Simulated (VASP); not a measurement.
Crystal: SnSe.

```
Sn Se
1.0
     0.00000    3.05105    3.00211
     3.05105    0.00000    3.00211
     3.05105    3.05105    0.00000
Sn Se
1 1
Direct
  0.00000 0.00000 0.00000
  0.50000 0.50000 0.50000
```

The cell was built by a generator and needn't be a form met in nature.

The cell isn't the ideal one: biaxial_xy strain +1.6%.

Base run:

* Program: VASP 6.6.1
* Functional: PBE
* Potentials or basis: VASP PAW PBE potentials, release 64 (Sn_d, Se)
* Cutoff: 520 eV
* k mesh: 8 × 8 × 8
* Occupations: fermi-dirac, width 0.02 eV
* Spin: no spin polarisation

Its results: band gap on the k mesh 0.48 eV, direct; pressure -0.3 GPa.

Question: The run is repeated on the same cell with these changes: functional from PBE to r2SCAN. What comes out?

Answer: Band gap on the k mesh 0.35 eV, direct; pressure -1.3 GPa.

Caveats: spin-orbit coupling is left out, which moves the levels of the heavy elements; the PAW data sets were made with another functional, which shifts forces and pressure a little (some runs).

A k mesh can miss the band edges.

Not every run made on this cell is shown here.
